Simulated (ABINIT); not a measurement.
The system is BN.

```
CELL_PARAMETERS angstrom
1.25112 0.72234 3.37293
-1.25112 0.72234 3.37293
0.00000 -1.44467 3.37293
ATOMIC_POSITIONS crystal
N 0.66724 0.66724 0.66724
B 0.00033 0.00033 0.00033
```

The cell is a database's computed one.

Base run:

```yaml
Program: ABINIT 10.8.3 (patched build)
Functional: SCAN
Potentials_or_basis: JTH PAW PBE v2.0
Cutoff: 844 eV
k_mesh: 12 × 12 × 12
Occupations: fermi-dirac, width 0.05 eV
Spin: no spin polarisation
```

Its results: band gap on the k mesh 4.74 eV, indirect (least direct gap 5.28 eV); pressure 2.0 GPa; largest force 0.042 eV/Å.

Task: The run is repeated on the same cell with these changes: functional from SCAN to r2SCAN. What comes out?

Result: Band gap on the k mesh 4.80 eV, indirect (least direct gap 5.36 eV); pressure 3.4 GPa; largest force 0.019 eV/Å.

Caveats: the PAW data sets were made with another functional, which shifts forces and pressure a little; the atomic spheres overlap.

A k mesh can miss the band edges.
